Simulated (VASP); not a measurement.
```xyz
4
Lattice="1.7692 -3.0643 0.0000 1.7692 3.0643 0.0000 0.0000 0.0000 3.7690" Properties=species:S:1:pos:R:3 pbc="T T T"
Li     1.7692     1.0214     0.0000
Li     1.7692    -1.0214     0.0000
Li     0.0000     0.0000     1.8845
N      0.0000     0.0000     0.0000
```

Level of theory: PBEsol GGA, VASP's PBE PAW potentials (set 64) (plane waves; VASP 6.6.1). Settings: 520 eV cut-off, 7×7×6 Γ-centred mesh, Gaussian smearing of 0.050 eV, potentials Li_sv N.

### Question
Give the stress tensor in GPa (positive for a compressed cell).

### Answer

```
3.77  0.00  0.00
0.00  3.77  0.00
0.00  0.00  3.80
```
The pressure is its mean diagonal, 3.78 GPa.

The compound is Li3N in the alpha structure. This cell is one point of a volume scan, at 0.94 of the reference volume.
